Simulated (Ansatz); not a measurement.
# C in Ansatz: equation of state

Aim: energy against volume of C in PBE, for its equilibrium volume and stiffness.

Program: Ansatz 0.2.0. These are calculated values, not measurements. Logs are shortened: lines on timing, memory, paths and dates and some standing lists are left out, and cuts for length are marked.

## Step 1: The slab as given

The cell holds a slab with vacuum, 4 atoms: a = 2.456 Å, b = 2.456 Å, c = 24.134 Å, α = 90.00°, β = 90.00°, γ = 120.00°.

## Step 2: Equation of state, PBE

Potentials or basis: all-electron LAPW, scalar-relativistic.

No new run: the results of the series are fitted here.

Results:

```
Equilibrium volume                        : 31.96 Å³/atom
Bulk modulus at fixed shape and positions : 76 GPa
Pressure derivative of the bulk modulus   : 3.6
```

Energy against volume, from the lowest point:
| volume (Å³/atom) | energy (meV/atom) |
| --- | --- |
| 29.632 | 44.79 |
| 30.263 | 22.91 |
| 30.893 | 8.58 |
| 31.524 | 1.14 |
| 32.154 | 0.00 |
| 32.785 | 4.61 |
| 33.415 | 14.47 |

Caveat: the cell was scaled at fixed shape and fractional positions, which overstates the stiffness of a crystal with free parameters, most of all of layers and chains.
